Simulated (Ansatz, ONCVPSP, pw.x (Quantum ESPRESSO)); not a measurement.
## What a changed setting does to a pw.x run (fcc Si)

Potential: optimised norm-conserving Vanderbilt (ONCV), ONCVPSP 4.0.1.1 (patched build), PBE; core [Ne], reference 3s1.75 3p2.25; waves: 3s: rc 2.00 bohr, ncon 4, nbas 9, qcut 2.7 1/bohr, 2 projectors, debl 1.8 Ha; 3p: rc 1.70 bohr, ncon 4, nbas 9, qcut 4.4 1/bohr, 2 projectors, debl 1.6 Ha; d scattering state at 0.05 Ha: rc 2.10 bohr, ncon 3, nbas 6, qcut 5.4 1/bohr, 2 projectors, debl 3.1 Ha; local part: polynomial inside 1.60 bohr (lpopt 5, dvloc0 6 Ha); core correction: Teter function, fcfact 2.25, rcfact 1.15.

The reference run (k-mesh 15³, cutoffs 135/540 Ry, Fermi–Dirac 0.01 Ry, mixing_beta 0.4, conv_thr 1e-9, no spin) gives 1.16 GPa at 14.425 Å³/atom, where all-electron LAPW gives 0.32 GPa. This run, with its own iteration cap, changes diagonalization to cg.

```
&control
  calculation='scf', prefix='x', pseudo_dir='./', outdir='./tmp', tstress=.true., disk_io='none'
/
&system
  ibrav=0, nat=1, ntyp=1, ecutwfc=135, ecutrho=540, nbnd=9,
  occupations='smearing', smearing='fd', degauss=0.01
/
&electrons
  conv_thr=1e-09, mixing_beta=0.4, electron_maxstep=60, diagonalization='cg'
/
ATOMIC_SPECIES
Si 1.0 Si.UPF
CELL_PARAMETERS angstrom
  0.00000000 1.93209559 1.93209559
  1.93209559 0.00000000 1.93209559
  1.93209559 1.93209559 0.00000000
ATOMIC_POSITIONS crystal
Si 0.0000 0.0000 0.0000
K_POINTS automatic
15 15 15 0 0 0
```

```bash
pw.x < Si.scf.in > Si.scf.out
```

Question: How does the run end?

Answer: It converges in 7 iterations; the free energy moves by +0.0 meV/atom and the pressure by +0.00 GPa. The result is that of the reference run.

```
Message from routine setup:
     using ibrav=0 with symmetry is DISCOURAGED, use correct ibrav instead
     lattice parameter (alat)  =       5.1635  a.u.
     unit-cell volume          =      97.3447 (a.u.)^3
     number of electrons       =         4.00
     number of Kohn-Sham states=            9
     kinetic-energy cutoff     =     135.0000  Ry
     charge density cutoff     =     540.0000  Ry
     scf convergence threshold =      1.0E-09
     Exchange-correlation= PBE
     number of k points=   120  Fermi-Dirac smearing, width (Ry)=  0.0100
     iteration #  1     ecut=   135.00 Ry     beta= 0.40
     c_bands:  1 eigenvalues not converged
     total energy              =      -8.03266890 Ry
     estimated scf accuracy    <       0.00267520 Ry
     iteration #  2     ecut=   135.00 Ry     beta= 0.40
     total energy              =      -8.03240552 Ry
     estimated scf accuracy    <       0.00084072 Ry
     iteration #  3     ecut=   135.00 Ry     beta= 0.40
     total energy              =      -8.03244233 Ry
     estimated scf accuracy    <       0.00000310 Ry
     iteration #  4     ecut=   135.00 Ry     beta= 0.40
     total energy              =      -8.03244512 Ry
     estimated scf accuracy    <       0.00000064 Ry
     iteration #  5     ecut=   135.00 Ry     beta= 0.40
     total energy              =      -8.03244509 Ry
     estimated scf accuracy    <       0.00000031 Ry
     iteration #  6     ecut=   135.00 Ry     beta= 0.40
     total energy              =      -8.03244511 Ry
     estimated scf accuracy    <       0.00000003 Ry
     iteration #  7     ecut=   135.00 Ry     beta= 0.40
     the Fermi energy is    10.7635 ev
!    total energy              =      -8.03244511 Ry
     estimated scf accuracy    <          3.8E-11 Ry
     smearing contrib. (-TS)   =      -0.00201258 Ry
     The total energy is F=E-TS. E is the sum of the following terms:
     one-electron contribution =       4.65034051 Ry
     hartree contribution      =       0.02963153 Ry
     xc contribution           =      -2.66450607 Ry
     ewald contribution        =     -10.04589850 Ry
     convergence has been achieved in   7 iterations
          total   stress  (Ry/bohr**3)                   (kbar)     P=       11.59
     Message from routine punch:
     Nothing written, as per user request (disk_io='none')
```

The run took about 84 s on one core of a shared host (Neoverse-N1, 64 threads, 124 GiB, load 59).
